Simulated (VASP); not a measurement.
# SnTe in VASP 6.6.1, single-point calculation

INCAR

```
EDIFF = 1E-7
LREAL = .FALSE.
NELM = 71
LWAVE = .FALSE.
ISIF = 2
NSW = 0
IBRION = -1
LASPH = .TRUE.
SIGMA = 0.2
GGA = PE
ISMEAR = 0
NBANDS = 17
PREC = Accurate
ENCUT = 400
LCHARG = .FALSE.
```

KPOINTS

```
KPOINTS created by Atomic Simulation Environment
0
Gamma
6 6 6
0 0 0
```

POSCAR

```
Sn Te
 1.0000000000000000
     0.0000000000000000    3.6735836094000001    3.3630033117000000
     3.6735836094000001    0.0000000000000000    3.3630033117000000
     3.6735836094000001    3.6735836094000001    0.0000000000000000
 Sn  Te
   1   1
Cartesian
  0.0000000000000000  0.0000000000000000  0.0000000000000000
  1.8367918046999998  1.8367918046999998  1.6815016558500000
```

The recommended PBE PAW datasets give the neutral cell 20 valence electrons.

Command

```
mpirun -np 1 vasp_std
```

OSZICAR

```
N       E                     dE             d eps       ncg     rms          rms(c)
DAV:   1     0.111929615199E+03    0.11193E+03   -0.82875E+03  1031   0.997E+02
DAV:   2     0.313748769472E+01   -0.10879E+03   -0.10638E+03  1096   0.255E+02
DAV:   3    -0.689223538001E+01   -0.10030E+02   -0.99775E+01  1267   0.826E+01
DAV:   4    -0.718278211060E+01   -0.29055E+00   -0.29044E+00  1218   0.151E+01
DAV:   5    -0.719429862997E+01   -0.11517E-01   -0.11516E-01  1460   0.268E+00    0.474E+00
DAV:   6    -0.706163712520E+01    0.13266E+00   -0.33442E-01  1327   0.269E+00    0.313E+00
DAV:   7    -0.705923409194E+01    0.24030E-02   -0.77237E-02  1093   0.106E+00    0.112E+00
DAV:   8    -0.706030223388E+01   -0.10681E-02   -0.93631E-03  1191   0.652E-01    0.241E-01
DAV:   9    -0.706086909669E+01   -0.56686E-03   -0.20696E-03  1072   0.287E-01    0.680E-02
DAV:  10    -0.706099822793E+01   -0.12913E-03   -0.34437E-04  1185   0.980E-02    0.401E-02
DAV:  11    -0.706112073344E+01   -0.12251E-03   -0.21840E-04  1047   0.635E-02    0.382E-02
DAV:  12    -0.706112172419E+01   -0.99075E-06   -0.61333E-06  1296   0.163E-02    0.168E-02
DAV:  13    -0.706112272603E+01   -0.10018E-05   -0.35470E-06  1057   0.756E-03    0.370E-03
DAV:  14    -0.706112284153E+01   -0.11550E-06   -0.30778E-07  1252   0.514E-03    0.388E-03
DAV:  15    -0.706112304827E+01   -0.20674E-06   -0.44462E-08   832   0.989E-04    0.201E-03
DAV:  16    -0.706112312688E+01   -0.78615E-07   -0.19760E-08   816   0.928E-04
   1 F= -.70611231E+01 E0= -.70575796E+01  d E =-.708710E-02
```

From OUTCAR

```
k-points           NKPTS =     30   k-points in BZ     NKDIM =     30   number of bands    NBANDS=     17

   NELECT =      20.0000    total number of electrons

   dimension x,y,z NGX =    32 NGY =   32 NGZ =   36
   dimension x,y,z NGXF=    64 NGYF=   64 NGZF=   72

  energy-cutoff  :      400.00
  volume of cell :       90.77
      direct lattice vectors                 reciprocal lattice vectors
     0.000000000  3.673583609  3.363003312    -0.136106879  0.136106879  0.148676630
     3.673583609  0.000000000  3.363003312     0.136106879 -0.136106879  0.148676630
     3.673583609  3.673583609  0.000000000     0.136106879  0.136106879 -0.148676630

 k-points in reciprocal lattice and weights: KPOINTS created by Atomic Simulation Env
   0.00000000  0.00000000  0.00000000       0.005
   0.16666667  0.00000000  0.00000000       0.037
   0.33333333  0.00000000  0.00000000       0.037
   0.50000000  0.00000000  0.00000000       0.019
   0.16666667  0.16666667  0.00000000       0.009
   0.33333333  0.16666667  0.00000000       0.037
   0.50000000  0.16666667  0.00000000       0.037
  -0.33333333  0.16666667  0.00000000       0.037
   ...

 E-fermi :   3.5519

 k-point     1 :       0.0000    0.0000    0.0000
  band No.  band energies     occupation
      1     -18.3204      2.00000
      2     -18.3204      2.00000
      3     -18.3146      2.00000
      4     -18.3113      2.00000
      5     -18.3047      2.00000
      6      -8.2161      2.00000
      7      -1.6117      2.00000
      8       1.3707      2.00000
      9       1.3707      2.00000
     10       1.6915      2.00000
     11       4.3411      0.00000
     12       4.5884      0.00000
     13       4.5884      0.00000
     14       7.6193      0.00000
     15       9.4487      0.00000
     16      10.3204      0.00000
     17      10.7500      0.00000

 k-point     2 :       0.1667    0.0000    0.0000
  band No.  band energies     occupation
      1     -18.3204      2.00000
      2     -18.3200      2.00000
      3     -18.3146      2.00000
      4     -18.3114      2.00000
      5     -18.3046      2.00000
      6      -8.0931      2.00000
      7      -2.1957      2.00000
      8       1.1826      2.00000
      9       1.3935      2.00000
     10       1.6572      2.00000
     11       4.5208      0.00000
     12       4.8485      0.00000
     13       4.9561      0.00000
     14       8.4143      0.00000
     15       9.1196      0.00000
     16       9.6273      0.00000
     17      10.8275      0.00000

 k-point     3 :       0.3333    0.0000    0.0000
  band No.  band energies     occupation
      1     -18.3206      2.00000
      2     -18.3191      2.00000
      3     -18.3146      2.00000
      4     -18.3113      2.00000
      5     -18.3044      2.00000
      6      -7.8062      2.00000
      7      -3.1528      2.00000
      8       0.8785      2.00000
      9       1.1961      2.00000
     10       1.5096      2.00000
     11       5.1136      0.00000
     12       5.1779      0.00000
     13       6.0359      0.00000
     14       8.9488      0.00000
     15       9.5336      0.00000
     16       9.7631      0.00000
     17      10.9289      0.00000

 ...

  Total        0.3964635      0.3964635      0.2884811      0.0000000      0.0000000      0.0000000
  in kB        6.9980433      6.9980433      5.0920284      0.0000000      0.0000000      0.0000000
  external PRESSURE =       6.3627050 kB  Pullay stress =       0.0000000 kB

 POSITION                                       TOTAL-FORCE (eV/Angst)
 -----------------------------------------------------------------------------------
      0.00000      0.00000      0.00000         0.000000      0.000000      0.000000
      1.83679      1.83679      1.68150        -0.000000     -0.000000      0.000000
 -----------------------------------------------------------------------------------
    total drift:                                0.000001      0.000001     -0.000002

  FREE ENERGIE OF THE ION-ELECTRON SYSTEM (eV)
  ---------------------------------------------------
  free  energy   TOTEN  =        -7.0611231269 eV

  energy  without entropy=       -7.0540360260  energy(sigma->0) =       -7.05757958
```

It converged. Results: gap between bands v and c on the k mesh -0.13 eV (bands overlap: a metal); least direct gap on the k mesh 0.72 eV; pressure 0.6 GPa. Band v is the last that the valence electrons fill when counted band by band, and c is the next.

For comparison, a separate PBE run of the intended cell, on usual settings and not on those above, gives a gap of -0.13 eV on its mesh and a pressure of 0.7 GPa.

The run above took about 34 s on one core of a shared host (Intel Xeon Platinum 8488C) and held 0.19 GiB at most.
